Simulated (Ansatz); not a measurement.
# Sb (Im-3m): cell relaxations under several functionals

The task is cell relaxations under several functionals, for Sb (Im-3m).

Program: Ansatz 0.2.0 through its Python package. The levels of theory stand in the script. These are calculated values, not measurements.

### Step 1. Starting point

It takes space group Im-3m (No. 229, cubic). Conventional cell: a = 3.450 Å, b = 3.450 Å, c = 3.450 Å, α = 90.00°, β = 90.00°, γ = 90.00°. Around Sb (site symmetry m-3m) lie 8 Sb at 2.99 Å.

The script holds or builds the structure itself.

### Step 2. The script

sb_lattice.py

```python
# -*- coding: utf-8 -*-
"""How the lattice of Sb depends on the functional."""

import warnings

import ansatz as az
import numpy as np

def edges_and_angles(cell):
    cell = np.asarray(cell)
    a, b, c = np.linalg.norm(cell, axis=1)
    cosines = cell[1] @ cell[2] / (b * c), cell[0] @ cell[2] / (a * c), cell[0] @ cell[1] / (a * b)
    return (a, b, c, *np.degrees(np.arccos(cosines)))

warnings.simplefilter("ignore", az.DeckWarning)

sb = (
    az.Lattice.bcc(3.45)
    .space_group(229)
    .atom("Sb", [0.0, 0.0, 0.0])
    .primitive()
)

calc = (
    sb.calculation()
    .basis(450)
    .kpoints(spacing=0.24)
    .occupations(az.OccupationsMethod.FERMI_DIRAC, width=0.1)
    .relax(cell=True)
)

levels = [("revpbe", "d3bj"), ("r2scan", "d4"), ("r2scan", "none"), ("r2scan", "rvv10")]
print("level            a       b       c    alpha   beta  gamma  V/atom  steps")
for name, dispersion in levels:
    seen = []
    run = calc.functional(name, dispersion=dispersion).session().plan()
    out = run.execute(on_event=lambda e: seen.append(e) if e["event"] == "relax_step" else None)
    cell = out.lattice.cell_ang
    label = name if dispersion == "none" else f"{name}+{dispersion}"
    print("{:13s} {:7.4f} {:7.4f} {:7.4f} {:6.2f} {:6.2f} {:6.2f}".format(label, *edges_and_angles(cell)), f"{abs(np.linalg.det(cell)) / len(out.lattice.sites):7.3f} {len(seen):5d}")
```

### Step 3. What the engine is handed

The engine receives this input (first run):

```yaml
crystal:
  lattice:
    bravais: bcc
    a: 3.45
  space_group: 229
  atoms:
    - { symbol: Sb, position: [0.0, 0.0, 0.0] }
  reduce_to_primitive: true
basis:
  ecutwfc: 450.0
kpoints:
  mp_grid:
    kspacing: 0.24
hamiltonian:
  xc: revpbe
  dispersion: d3bj
scf:
  occupations:
    method: fermi_dirac
    width: 0.1
relax:
  cell: {}
```

### Step 4. The run

Launch:

```console
> python sb_lattice.py
```

**Question.** Rank the levels of theory by the volume of the relaxed cell.

The runs gave:

```
                               quantity                 value
                          runs compared                     4
Sb (run 1): relaxed volume, space group  25.09 Å³/atom, Im-3m
Sb (run 2): relaxed volume, space group  26.35 Å³/atom, Im-3m
Sb (run 3): relaxed volume, space group  26.78 Å³/atom, Im-3m
Sb (run 4): relaxed volume, space group  26.37 Å³/atom, Im-3m
```

**Reading.** Runs 2, 3, 4: each has a cutoff under the recommended one, so what rests on them isn't a property of the system. From smallest to largest: revPBE+D3BJ (25.09 Å³ an atom, +22.2 % against the start), r2SCAN+D4 (26.35 Å³ an atom, +28.3 % against the start), r2SCAN+RVV10 (26.37 Å³ an atom, +28.5 % against the start) and r2SCAN (26.78 Å³ an atom, +30.4 % against the start). The spread is 6.7 % in volume. In run 1, the volume grew by 22.2 % over 4 moves, and the space group stayed Im-3m. Reading the output:
- The cutoff lies under the one recommended for these potentials in some of the runs.
- For a metal this k-point mesh is coarse: on a finer one energies can move by several to tens of meV an atom and pressures by half a GPa or more, differences at one mesh by less.
- Edges and angles that the script prints are those of the cell as typed, here a primitive one.
- This isn't the structure that Sb takes at ambient conditions.
- The script silences the warnings on its input, which a real study should read.
